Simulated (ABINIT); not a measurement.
This ABINIT 10.8.3 (patched build) run on Ni needs a look.

run.abi

```
# Pseudopotentials
pp_dirpath "./"
pseudos "Ni.GGA_PBE-JTH.xml"

# Structure
acell 2.3966654973 2.3966654973 2.3966654973 Angstrom
rprim
    -0.5773502692     0.5773502692     0.5773502692
     0.5773502692    -0.5773502692     0.5773502692
     0.5773502692     0.5773502692    -0.5773502692
ntypat 1
znucl 28
natom 1
typat 1
xred
     0.0000000000     0.0000000000     0.0000000000

# Plane-wave basis
ecut 1115.666836 eV
pawecutdg 63.0
pawxcdev 0

# k points
kptopt 1
ngkpt 10 10 10
nshiftk 1
shiftk 0.0 0.0 0.0

# Exchange and correlation
ixc 11

# Bands and occupations
nband 13
occopt 3
tsmear 0.05 eV

# SCF cycle
nstep 50
tolvrs 1.0e-9
diemix 1.8
iscf 12

# Output
iomode 3
prtwf 0
prtden 0
prteig 0
prtebands 0
```

Potentials or basis: JTH PAW PBE v2.0.

The run is started by

```bash
$ abinit run.abi > log 2>&1
```

run.abo:

```text
.Version 10.8.3 of ABINIT
 Symmetries : space group Im -3 m (#229); Bravais cI (body-center cubic)
================================================================================
 Values of the parameters that define the memory need of the present run
     intxc =       0    ionmov =       0      iscf =      12    lmnmax =      18
     lnmax =       6     mgfft =      30  mpssoang =       3    mqgrid =    3001
     natom =       1  nloc_mem =       2    nspden =       1   nspinor =       1
    nsppol =       1      nsym =      48    n1xccc =       1    ntypat =       1
    occopt =       3   xclevel =       2
       mpw =         925          nfft =       27000          nkpt =          47
 PAW method is used; the additional fine FFT grid is defined by:
   mgfftf=        36    nfftf =     46656
================================================================================
================================================================================

--------------------------------------------------------------------------------
[... 270 lines left out ...]
  sigma(3 3)= -3.97099868E+00  sigma(2 1)= -2.82141895E-15

-Cartesian components of stress tensor (GPa)         [Pressure=  1.1683E+05 GPa]
- sigma(1 1)= -1.16830815E+05  sigma(3 2)= -8.18641059E-11
- sigma(2 2)= -1.16830815E+05  sigma(3 1)= -8.18641059E-11
- sigma(3 3)= -1.16830815E+05  sigma(2 1)= -8.30090115E-11

== END DATASET(S) ==============================================================
================================================================================

 -outvars: echo values of variables after computation  --------
            acell      4.5290414053E+00  4.5290414053E+00  4.5290414053E+00 Bohr
           etotal     -1.7569775696E+03
            fcart     -0.0000000000E+00 -0.0000000000E+00 -0.0000000000E+00
            rprim     -5.7735026920E-01  5.7735026920E-01  5.7735026920E-01
                       5.7735026920E-01 -5.7735026920E-01  5.7735026920E-01
                       5.7735026920E-01  5.7735026920E-01 -5.7735026920E-01
           strten     -3.9709986825E+00 -3.9709986825E+00 -3.9709986825E+00
                      -2.7825044037E-15 -2.7825044037E-15 -2.8214189534E-15
 Calculation completed.
```

Among its messages:

```text
was not enough SCF cycles
```

**Question.** How did it end, and where is the flaw?

**Answer.** The calculation stopped without meeting its thresholds. The input holds a flaw that was put in on purpose: mixing far too strong (diemix = 1.8; iscf = 12).
